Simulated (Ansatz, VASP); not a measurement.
Given: the input of a run of Ansatz 0.2.0 on Au.

File input.yaml:

```yaml
crystal:
  lattice:
    - [0.0, 2.035, 2.035]
    - [2.035, 0.0, 2.035]
    - [2.035, 2.035, 0.0]
  atoms:
    - { symbol: Au, position: [0.0, 0.0, 0.0] }
kpoints:
  mp_grid: { grid: [4, 4, 4] }
scf:
  occupations: { method: fermi_dirac, width: 0.04 }
hamiltonian:
  xc: pbe
  pseudopotentials: { kind: all_electron, lapw: { basis_error: 0.002 } }
output:
  forces: true
  stress: true
  eigenvalues: true
```

Potentials or basis: all-electron LAPW, scalar-relativistic.

Run with:

```bash
$ ansatz run input.yaml --threads 1 --pin off --max-ram 3072MiB --backend cpu --events-out ev --progress --plain --runs-dir out
```

Problem. Set up the same calculation for VASP 6.6.1. Potentials there: VASP PAW PBE potentials, release 64 (Au).

Solution. As run (the cutoff follows the program's own potentials):

File INCAR:

```
SYSTEM = Au
PREC     = Accurate       ! precision mode
ENCUT    = 520            ! plane-wave cutoff, eV
EDIFF    = 1E-6           ! SCF threshold, eV
ISMEAR   = -1             ! smearing method
SIGMA    = 0.04           ! smearing width, eV
LREAL    = .False.        ! projectors in reciprocal space
LASPH    = .True.         ! aspherical terms in the spheres
NELM     = 60             ! most SCF steps
ALGO     = Normal         ! electronic algorithm
ISIF     = 2              ! what is computed and relaxed
LWAVE    = .False.        ! write WAVECAR
LCHARG   = .False.        ! write CHGCAR
GGA      = PE             ! functional
NBANDS   = 12             ! bands
```

File KPOINTS:

```
Automatic mesh
0
Gamma
  4 4 4
  0 0 0
```

The input POSCAR:

```
Au
1.0
    0.0000000000      2.0350000000      2.0350000000
    2.0350000000      0.0000000000      2.0350000000
    2.0350000000      2.0350000000      0.0000000000
Au
1
Direct
    0.0000000000      0.0000000000      0.0000000000
```

Potentials or basis: VASP PAW PBE potentials, release 64 (Au).

Command:

```bash
$ cat potpaw_PBE.64/Au/POTCAR > POTCAR
$ mpirun -np 1 vasp_std > vasp.out
```

Both were run:

|  | VASP | Ansatz | Ansatz less VASP |
| --- | --- | --- | --- |
| gap on the k mesh at the Fermi level (eV) | none | none | - |
| pressure (GPa) | 13.0 | 13.2 | +0.19 |

A gap of «none» marks a metal or a gap that the smearing closes. Ansatz ran all-electron here, so the differences hold the error of VASP's frozen core and of both bases.

Caveats: the k mesh is coarse (spacing up to 0.67 Å⁻¹), so the values aren't converged; the k mesh is thin for a metal, which can move the energy by tens of meV per atom (Ansatz). The runs have no spin-orbit coupling, so splittings on Au are missing.
